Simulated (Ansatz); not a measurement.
**ZrSiO4 (I4_1/amd): the equilibrium volume**

At what volume is ZrSiO4 (I4_1/amd) free of pressure?

Program: Ansatz 0.2.0. Level of theory: DFT PBE, scalar-relativistic, plane waves, PAW. These are calculated values, not measurements.

3 further runs of the same task are left out: 3 set aside as unsound or not needed. Runs told in other sessions of the task aren't counted.

## 1. The starting structure

The structure is tetragonal, space group I4_1/amd (No. 141). Conventional cell: a = 6.620 Å, b = 6.620 Å, c = 5.995 Å, α = 90.00°, β = 90.00°, γ = 90.00°. Zr (site symmetry -4m2) has 8 O at 2.13 to 2.28 Å in its first shell of neighbours. Si (site symmetry -4m2) is surrounded by 4 O at 1.62 Å. Around O (site symmetry m) lie 1 Si at 1.62 Å and 2 Zr at 2.13 to 2.28 Å.

As a file:

```
Zr Si O
1.0
    -3.30992    3.30992    2.99767
     3.30992   -3.30992    2.99767
     3.30992    3.30992   -2.99767
Zr Si O
2 2 8
Direct
  0.00000 0.00000 0.00000
  0.75000 0.25000 0.50000
  0.50000 0.50000 0.00000
  0.25000 0.75000 0.50000
  0.13668 0.32070 0.81598
  0.07070 0.75472 0.68402
  0.07070 0.38668 0.31598
  0.50472 0.32070 0.18402
  0.67930 0.49528 0.81598
  0.61332 0.92930 0.68402
  0.24528 0.92930 0.31598
  0.67930 0.86332 0.18402
```

## 2. At the starting volume (PBE, 4×4×4 mesh)

File input.yaml:

```yaml
crystal:
  lattice:
    - [-3.3099207021, 3.3099207021, 2.9976661022]
    - [3.3099207021, -3.3099207021, 2.9976661022]
    - [3.3099207021, 3.3099207021, -2.9976661022]
  atoms:
    - { symbol: Zr, position: [0.0, 0.0, 0.0] }
    - { symbol: Zr, position: [0.75, 0.25, 0.5] }
    - { symbol: Si, position: [0.5, 0.5, 0.0] }
    - { symbol: Si, position: [0.25, 0.75, 0.5] }
    - { symbol: O, position: [0.13667733, 0.32070008, 0.81597725] }
    - { symbol: O, position: [0.07070008, 0.75472283, 0.68402275] }
    - { symbol: O, position: [0.07070008, 0.38667733, 0.31597725] }
    - { symbol: O, position: [0.50472283, 0.32070008, 0.18402275] }
    - { symbol: O, position: [0.67929992, 0.49527717, 0.81597725] }
    - { symbol: O, position: [0.61332267, 0.92929992, 0.68402275] }
    - { symbol: O, position: [0.24527717, 0.92929992, 0.31597725] }
    - { symbol: O, position: [0.67929992, 0.86332267, 0.18402275] }
basis:
  ecutwfc: 420
kpoints:
  mp_grid: { grid: [4, 4, 4] }
hamiltonian:
  xc: pbe
scf:
  occupations: { method: gaussian, width: 0.1 }
output:
  forces: true
  stress: true
  eigenvalues: true
```

On the command line:

```
> ansatz run input.yaml --threads 8 --pin off --max-ram 16384MiB --backend cpu --events-out ev --progress --plain --runs-dir out
```

What it wrote:

```text
Warning: RAYON_NUM_THREADS=8 ignored (pool sized by the plan → 8); use --threads N
Engine: ansatz 0.2.0, aarch64-unknown-linux-gnu
Pseudopotentials: kind: paw
Pseudopotential: Zr, paw, valence charge 12, recommended cutoff 420 eV (normal), Zr.paw.azcp
Pseudopotential: Si, paw, valence charge 4, recommended cutoff 420 eV (normal), Si.paw.azcp
Pseudopotential: O, paw, valence charge 6, recommended cutoff 420 eV (normal), O.paw.azcp
Functional definition: PBE
  parameter kappa = 0.804
  parameter beta = 0.06672455060314922
  exchange = pbe_x(kappa = kappa, mu = beta*pi^2/3)
  correlation = pbe_c(beta = beta)
Crystal: 12 atoms, lattice volume = 131.365 Å³
Basis set: ecut = 420 eV, 2547 PW (Γ), exchange–correlation on 80×80×80 points (8 copies of the dense FFT grid, shifted against one another)
Bands: 52, of which v1, the nominal top of the filled ones, is band 40 counted from 1 (39 counted from 0)
Symmetry: 16 space group operations
Space group: I41/amd (ITA 141), of the structure as read, at distance tolerance 5.1e-5 Å
k-points: 13 of 64
Non-local potential: Zr, projectors of the file, l = 0: 3, l = 1: 2, l = 2: 2, l = 3: 2
Non-local potential: Si, projectors of the file, l = 0: 2, l = 1: 2, l = 2: 2
Non-local potential: O, projectors of the file, l = 0: 2, l = 1: 2, l = 2: 1
PAW form: soft (Blöchl's): semilocal exchange-correlation on the pseudo side does not see the compensation charge
PAW one-centre angular grid: Zr, 590 points (default); XC on 64 Gauss nodes
PAW one-centre angular grid: Si, 110 points (default); XC on 64 Gauss nodes
PAW one-centre angular grid: O, 110 points (default); XC on 64 Gauss nodes
Initial density: superposition of atomic densities (neutral atoms: chi_scale 0, normalization atom), corrected by the library's trained network
Initial wavefunctions: pseudopotential atomic-orbital guess
Functional: x = pbe(κ = 0.804, μ = 0.2195149727645171), c = pbe(β = 0.06672455060314922)
SCF iter   1: F=—  HF=-14196.389028 eV  |F-HF|=—  |Δ(HF+E_count)|=         —  Δρ=2.50e-3  dr2=2.80e-3  ethr=1.77e-3  ⟨swp⟩=6.8  Hψ=2833  notcnv=0
preconditioner: auto → Resta (q_TF=auto, 2.512 Å⁻¹)  ε∞=4.0  [insulator: Δε(μ)=4.702 eV  Ē_g=16.267 eV  σ=0.100 eV  W_gap=1.00  n_scr=42 (ndim 8)  ℏωp=28.2 eV  f_vac=0.006  D(μ)=0.00/eV (n_scr^D=0)  ε∞_Penn≈4.0]
SCF iter   2: F=—  HF=-14196.389967 eV  |F-HF|=—  |Δ(HF+E_count)|=   9.39e-4  Δρ=1.38e-3  dr2=6.20e-4  ethr=3.50e-6  ⟨swp⟩=2.0  Hψ=1300  notcnv=0
SCF iter   3: F=—  HF=-14196.390841 eV  |F-HF|=—  |Δ(HF+E_count)|=   8.74e-4  Δρ=4.75e-4  dr2=6.86e-5  ethr=7.75e-7  ⟨swp⟩=2.1  Hψ=1018  notcnv=0
automatic band count: iteration 3 solves 49 bands in place of 52: the levels show a gap, and the empty bands left out lie too high to hold charge; the band table lists the bands solved (type scf.n_extra_bands for more)
SCF iter   4: F=—  HF=-14196.391043 eV  |F-HF|=—  |Δ(HF+E_count)|=   2.02e-4  Δρ=9.87e-5  dr2=1.32e-5  ethr=8.58e-8  ⟨swp⟩=2.0  Hψ=1124  notcnv=0
SCF iter   5: F=—  HF=-14196.391044 eV  |F-HF|=—  |Δ(HF+E_count)|=   1.47e-6  Δρ=4.41e-5  dr2=3.05e-6  ethr=1.65e-8  ⟨swp⟩=2.0  Hψ=966  notcnv=0
SCF iter   6: F=-14196.391044 eV  HF=-14196.391044 eV  |F-HF|=3.65e-8  |Δ(HF+E_count)|=   3.69e-7  Δρ=6.78e-6  dr2=6.55e-8  ethr=1.25e-10  ⟨swp⟩=6.8  Hψ=2945  notcnv=0
SCF 1 converged in 6 iterations: F = -14196.391044 eV  dr2 = 6.55e-8
SCF converged after 6 iterations
Free energy (F): -14196.391044 eV
Harris-Foulkes:  -14196.391044 eV  (|F-HF|=3.65e-8)
Internal energy: -14196.391044 eV  (E = F + TS)
E sigma→0 (E₀):  -14196.391044 eV
Fermi energy:    10.382824 eV
--- Per-component energies (eV) ---
  E_band       = -270.329030
  E_kinetic    = 2180.319885
  E_local      = -4307.246047  (includes V_loc(G=0)·N_el)
  E_nonlocal   = 583.457244
  E_hartree    = 1483.394518
  E_xc         = -1033.453776
  E_vxc        = -1241.134913  (∫ρ·V_xc dr)
  E_paw        = -8199.729015  (= ΣΔE_a)
  E_vpaw       = -452.527430  (= ΣTr[D̂ρ^β])
  E_aug_tail   = 0.020031  (compensation charges beyond the density's cutoff)
  E_ewald      = -4903.153884
  E_smearing   = -0.000000  (= −TS)
  E_closure    = 0.000000  (closes the sum)
  Σ components = -14196.391044   (vs F -14196.391044, Δ=0.00e0)
--- Forces (eV/Å), atoms counted from 1 ---
  atom   1  Zr    -0.00000000    -0.00000000     0.00000000
  atom   2  Zr    -0.00000000     0.00000000     0.00000000
  atom   3  Si     0.00000000     0.00000000     0.00000000
  atom   4  Si     0.00000000    -0.00000000     0.00000000
  atom   5  O      0.00000000    -0.24663682    -0.19289627
  atom   6  O      0.24663682     0.00000000    -0.19289627
  atom   7  O     -0.24663682     0.00000000    -0.19289627
  atom   8  O      0.00000000     0.24663682    -0.19289627
  atom   9  O     -0.24663682     0.00000000     0.19289627
  atom  10  O      0.00000000     0.24663682     0.19289627
  atom  11  O     -0.00000000    -0.24663682     0.19289627
  atom  12  O      0.24663682     0.00000000     0.19289627
  max |Σ_I F_I| component: 2.78e-17 eV/Å
--- Stress (GPa, compression-positive) ---
        5.116798      -0.000000       0.000000
       -0.000000       5.116798      -0.000000
        0.000000      -0.000000       5.264436
  P = ⅓ Tr σ = 5.1660 GPa (51.660 kbar)
--- Band table (eV; the first three rows and the last of 13) ---
  k-point 0: bands = ["-39.6087", "-39.5811", "-17.8755", "-17.8755", "-17.7536", "-17.7081", "-17.5977", "-17.5977", "-10.9605", "-10.0907", "-9.2045", "-9.0186", "-8.6542", "-8.6542", "-8.4750", "-8.4750", "0.6555", "2.2045", "2.3108", "2.8173", "2.8173", "3.4609", "3.9683", "4.0137", "4.9283", "4.9556", "4.9556", "5.1000", "5.6075", "5.6075", "6.4562", "6.4562", "7.1885", "7.1885", "7.2259", "7.3558", "7.4692", "7.4714", "7.4714", "8.0238", "12.9530", "13.3128", "13.3963", "13.3963", "14.2244", "14.4073", "14.5169", "14.6783", "14.6783"]
  k-point 1: bands = ["-39.6047", "-39.5851", "-17.8886", "-17.8402", "-17.7747", "-17.6928", "-17.6447", "-17.5780", "-10.7473", "-10.1003", "-9.1010", "-8.9774", "-8.7683", "-8.7206", "-8.6760", "-8.5846", "1.0980", "2.4453", "2.6823", "2.7906", "2.8348", "3.9222", "4.0661", "4.2786", "4.2853", "4.3745", "5.0281", "5.2238", "5.4500", "5.7119", "6.3112", "6.6272", "6.8781", "6.9850", "7.0440", "7.1632", "7.1657", "7.2845", "7.4397", "7.7820", "12.8350", "13.0050", "13.3993", "13.4152", "14.2307", "14.2928", "14.6932", "14.9502", "15.2402"]
  k-point 2: bands = ["-39.5949", "-39.5949", "-17.8593", "-17.8593", "-17.7482", "-17.7482", "-17.6074", "-17.6074", "-10.3085", "-10.3085", "-8.8917", "-8.8917", "-8.8714", "-8.8714", "-8.8360", "-8.8360", "2.0489", "2.0489", "3.2131", "3.2131", "3.3560", "3.3560", "3.6758", "3.6758", "4.6270", "4.6270", "5.2534", "5.2534", "5.5224", "5.5224", "6.0703", "6.0703", "6.7224", "6.7224", "7.0367", "7.0367", "7.0945", "7.0945", "7.4215", "7.4215", "12.7692", "12.7692", "13.7313", "13.7313", "13.7567", "13.7567", "15.0912", "15.0912", "16.5022"]
  k-point 12: bands = ["-39.5949", "-39.5949", "-17.8964", "-17.8964", "-17.7337", "-17.7337", "-17.5808", "-17.5808", "-10.4918", "-10.4918", "-9.1638", "-9.1638", "-8.5767", "-8.5767", "-8.5627", "-8.5627", "1.2229", "1.2229", "3.0826", "3.0826", "3.2965", "3.2965", "4.4210", "4.4210", "4.9500", "4.9500", "5.1763", "5.1763", "6.1523", "6.1523", "6.2521", "6.2521", "6.4885", "6.4885", "6.6779", "6.6779", "6.9163", "6.9163", "7.2517", "7.2517", "13.4626", "13.4626", "13.8202", "13.8202", "13.8933", "13.8933", "14.6562", "14.6562", "15.4900"]
```

Run time: 1.7 s. Hardware: 8 threads of Arm Neoverse V1, shared host; peak memory 0.65 GiB.

Read off: volume 10.947 Å³/atom, pressure 5.17 GPa, mesh gap 4.72 eV.

[end of part 1 of 2]
